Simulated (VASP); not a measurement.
Li:

```
Li
1.0
     0.00000    2.20200    2.20200
     2.20200    0.00000    2.20200
     2.20200    2.20200    0.00000
Li
1
Cartesian
  0.0000 0.0000 0.0000
```

This isn't the form of Li at room conditions, which is bcc.

```yaml
Program: VASP 6.6.1
Task: relaxation of cell and atoms
Functional: PBE
Dispersion: D3(BJ)
Potentials_or_basis: VASP PAW PBE potentials, release 64 (Li_sv)
Cutoff: 600 eV
k_mesh: 16 × 16 × 16
Occupations: gaussian, width 0.1 eV
Spin: no spin polarisation
```

At the start: pressure -2.0 GPa; volume 21.35 Å³/atom.

Problem. Where does the relaxation end?

Solution. Over 5 steps the energy falls by 24.0 meV/atom and the volume is 17.99 Å³/atom (-15.7 %); space group Fm-3m (No. 225, to 0.05 Å).

The path:
```csv
step,energy change (eV),largest force (eV/Å),pressure (GPa),volume (Å³)
1,0.0000,0.0000,-2.00,21.35
2,-0.0093,0.0000,-1.66,20.54
3,-0.0225,0.0000,-0.60,18.75
4,-0.0240,0.0000,0.08,17.90
5,-0.0240,0.0000,-0.01,17.99
```

Final structure:
```
Li
1.0
     0.00000    2.07980    2.07980
     2.07980    0.00000    2.07980
     2.07980    2.07980    0.00000
Li
1
Direct
  0.00000 0.00000 0.00000
```

Caveat: the cutoff is under 1.25 times the usual one of these potentials, so pressure, stress and relaxed cells hold a basis-set (Pulay) error; the volume moved by over 15 % at a fixed basis, so the end points are rough; the volume moved by -16 % from the deposited cell, more than functionals usually miss; pairwise dispersion overbinds metals, which lowers pressure and volume.
